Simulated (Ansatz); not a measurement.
**CdF2: what changed settings do**

The reference input for Ansatz (plane-wave DFT with PAW):

```yaml
crystal:
  lattice:
    - [0.0, 2.694, 2.694]
    - [2.694, 0.0, 2.694]
    - [2.694, 2.694, 0.0]
  atoms:
    - { symbol: Cd, position: [0.0, 0.0, 0.0] }
    - { symbol: F, position: [0.25, 0.25, 0.25] }
    - { symbol: F, position: [0.75, 0.75, 0.75] }
basis:
  ecutwfc: 420
kpoints:
  mp_grid: { grid: [6, 6, 6] }
hamiltonian:
  xc: pbe
scf:
  occupations: { method: gaussian, width: 0.1 }
output:
  forces: true
  stress: true
  eigenvalues: true
```

Command:

```bash
ansatz run input.yaml --threads 1 --pin off --max-ram 1331MiB --backend cpu --events-out ev --progress --plain --runs-dir out
```

The run converges in 6 SCF iterations on 16 irreducible k-points: pressure 5.46 GPa, gap on the sampled k-points 3.12 eV. It ran for 1.7 s on 1 thread of Arm Neoverse N1, with other jobs on the host, peak memory 0.27 GiB.

The inputs are trials, many of them unsound on purpose. Their numbers show the effect of the settings and aren't properties of the material. Each trial's input is given as a difference from the reference's; energies are extrapolated to zero smearing where there is one, and pressure is positive in compression. Charged cells sit in a uniform background, and their pressures hang on that convention.

Question: Trial 1:

```diff
 scf:
+  max_iter: 20
+magnetization:
+  spin_polarized: true
+  initial_magnetization: 1.0
+  spin_locking: { lock_magnetization: hard }
```

What happens?

Answer: The run converges in 11 SCF iterations on 16 irreducible k-points: energy 1.00 eV per atom above the reference, pressure 16.95 GPa, no gap, cell moment 1.00 μB. It took 5.2 s. It warns that the SCF threshold is loose for the stress.

Question: Trial 2:

```diff
 basis:
-  ecutwfc: 420
+  ecutwfc: "29 Ry"
 hamiltonian:
-  xc: pbe
+  xc: r2scan
 scf:
+  eigensolver: { kind: ppcg }
+  max_iter: 91
```

How does this run end?

Answer: The program refuses the input:

```text
Error: YAML parse error: error: line 18 column 24: unknown variant `ppcg`, expected one of auto, dense, davidson, support_functions
```

Next try, with these keys changed back:

```diff
 scf:
-  eigensolver: { kind: ppcg }
```

The run converges in 7 SCF iterations on 16 irreducible k-points: pressure 0.00 GPa, gap on the sampled k-points 3.82 eV. It took 3.6 s. It warns that the cutoff lies under the recommended one, 500 eV for these potentials.

Question: Trial 3 (volume scaled):

```diff
 crystal:
   lattice:
-    - [0.0, 2.694, 2.694]
-    - [2.694, 0.0, 2.694]
-    - [2.694, 2.694, 0.0]
+    - [0.0, 2.755447774, 2.755447774]
+    - [2.755447774, 0.0, 2.755447774]
+    - [2.755447774, 2.755447774, 0.0]
+total_charge: 0.1
 basis:
-  ecutwfc: 420
+  ecutwfc: 500
 kpoints:
-  mp_grid: { grid: [6, 6, 6] }
+  mp_grid: { kspacing: 0.81 }
 hamiltonian:
-  xc: pbe
+  xc: r2scan
+  hubbard: { sites: [{ species: Cd, l: d, u_eff: 3.6 }] }
 scf:
+  max_iter: 30
+  convergence: { dr2_threshold: "1e-4 eV" }
 output:
+  dos: {}
```

What happens?

Answer: The run converges in 7 SCF iterations on 4 irreducible k-points: pressure -6.07 GPa (with the neutralising background of the charged cell), no gap. It took 3.9 s. It warns that the SCF threshold is loose for the forces; that the SCF threshold is loose for the stress. Under a U the state reached may not be the lowest.

Question: Trial 4:

```diff
 basis:
-  ecutwfc: 420
+  ecutwfc: 560
+  xc_grid: 1
 hamiltonian:
-  xc: pbe
+  xc: pbesol
+  hubbard: { sites: [{ species: Cd, l: d, u_eff: 1.3 }] }
```

How does this run end?

Answer: The run converges in 8 SCF iterations on 16 irreducible k-points: pressure -0.22 GPa, gap on the sampled k-points 3.01 eV. It took 4 s.

Question: Trial 5:

```diff
 basis:
-  ecutwfc: 420
+  ecutwfc: 220
 kpoints:
-  mp_grid: { grid: [6, 6, 6] }
+  mp_grid: { kspacing: 0.97 }
 hamiltonian:
+  dispersion: none
 scf:
-  occupations: { method: gaussian, width: 0.1 }
+  occupations: { method: tetrahedron_uncorrected }
+  lower_state_search: "off"
+  max_iter: 30
+  convergence: { dr2_threshold: "1e-7 eV" }
```

How does this run end?

Answer: The run converges in 7 SCF iterations on 4 irreducible k-points: pressure 1.42 GPa (unreliable at so low a cutoff), gap on the sampled k-points 3.26 eV. It took 0.68 s. It warns that the printed bands weren't solved further after the SCF; that the cutoff lies under the recommended one, 420 eV for these potentials; that the SCF threshold is loose for the stress.

Question: Trial 6:

```diff
 crystal:
   atoms:
-    - { symbol: F, position: [0.25, 0.25, 0.25] }
+    - { symbol: Xx, position: [0.25, 0.25, 0.25] }
 kpoints:
-  mp_grid: { grid: [6, 6, 6] }
+  mp_grid: { grid: [1, 4, 1], shift: [0.5, 0.5, 0.5] }
 hamiltonian:
+  dispersion: d3bj
 scf:
-  occupations: { method: gaussian, width: 0.1 }
+  occupations: { method: cold, width: 0.0021 }
+  mixing: { algorithm: msr1 }
+  convergence: { dr2_threshold: "1e-3 eV" }
+  max_iter: 61
```

What does the program give?

Answer: The program refuses the input:

```text
Error: YAML parse error: error: line 8 column 17: `Xx` is not an element symbol (H … Og, case-exact)
```

Next try, with these keys changed back:

```diff
 crystal:
   atoms:
-    - { symbol: Xx, position: [0.25, 0.25, 0.25] }
+    - { symbol: F, position: [0.25, 0.25, 0.25] }
```

The run converges in 5 SCF iterations on 2 irreducible k-points: pressure 0.71 GPa, largest force 1.266 eV/Å, gap on the sampled k-points 7.32 eV. It took 0.83 s. It warns that the SCF threshold is loose for the forces; that the SCF threshold is loose for the stress; that the mesh lowers the symmetry.

Question: Trial 7:

```diff
 kpoints:
-  mp_grid: { grid: [6, 6, 6] }
+  mp_grid: { kspacing: 0.84 }
 hamiltonian:
-  xc: pbe
+  xc: pbesol
+  dispersion: d3bj
 output:
+  optics: { e_range: [0, 10], sigma: 0.2 }
```

How does this run end?

Answer: The run converges in 7 SCF iterations on 4 irreducible k-points: pressure -1.94 GPa, gap on the sampled k-points 3.14 eV. It took 7.8 s.

Question: Trial 8:

```diff
 hamiltonian:
+  dispersion: vdw-df
 scf:
+  max_iter: 62
```

What happens?

Answer: The program refuses the input:

```text
Error: YAML parse error: error: line 16 column 15: hamiltonian.dispersion: `vdw-df` is not `none`, `rvv10`, `d3bj`, `d3bjatm`, `d4` or a map `{method: …, s8: …, a1: …, a2_bohr: …}` (numbers without units, a2 in bohr) or `{method: …, functional: …}`
```

Question: Trial 9:

```diff
 kpoints:
-  mp_grid: { grid: [6, 6, 6] }
+  mp_grid: { grid: [2, 2, 2], shift: [0.5, 0.5, 0] }
 scf:
+  convergence: { dr2_threshold: "1e-4 eV" }
```

What happens?

Answer: The run converges in 6 SCF iterations on 3 irreducible k-points: energy 5.09 meV per atom below the reference, pressure 5.36 GPa, gap on the sampled k-points 5.32 eV. It took 0.98 s. It warns that the SCF threshold is loose for the forces; that the SCF threshold is loose for the stress; that the mesh lowers the symmetry.

Question: Trial 10 (volume scaled):

```diff
 crystal:
   lattice:
-    - [0.0, 2.694, 2.694]
-    - [2.694, 0.0, 2.694]
-    - [2.694, 2.694, 0.0]
+    - [0.0, 3.0065552666, 3.0065552666]
+    - [3.0065552666, 0.0, 3.0065552666]
+    - [3.0065552666, 3.0065552666, 0.0]
 kpoints:
+  band_path: { path: [[0, 0, 0], [0.5, 0, 0], [0.5, 0.5, 0.5]], npoints: 4 }
+magnetization:
+  spin_polarized: true
+  initial_magnetization: 2.0
```

What happens?

Answer: The run converges in 15 SCF iterations on 16 irreducible k-points: energy 228 meV per atom above the reference, pressure -13.33 GPa, gap on the sampled k-points 1.98 eV, cell moment 0.00 μB. It took 7.7 s. It warns that the starting moments were lost.

Question: Trial 11 (one atom moved):

```diff
 crystal:
   atoms:
-    - { symbol: Cd, position: [0.0, 0.0, 0.0] }
+    - { symbol: Cd, position: [-0.0092798812, 0.0092798812, 0.0092798812] }
 scf:
+  mixing: { algorithm: anderson, preconditioner: none }
+  max_iter: 80
+  convergence: { dr2_threshold: "1e-11 eV" }
```

What does the program give?

Answer: The run converges in 8 SCF iterations on 30 irreducible k-points: energy 2.22 meV per atom above the reference, pressure 5.59 GPa, largest force 0.266 eV/Å, gap on the sampled k-points 3.12 eV. It took 4.4 s.

Question: Trial 12:

```diff
 scf:
+  n_extra_bands: 5
+  eigensolver: { mixed_precision: false }
+  max_iter: 50
 output:
+  dos: { projected: true }
```

What does the program give?

Answer: The run converges in 6 SCF iterations on 16 irreducible k-points: the reference's energy to 0.01 meV per atom, pressure 5.46 GPa, gap on the sampled k-points 3.12 eV. It took 2.1 s.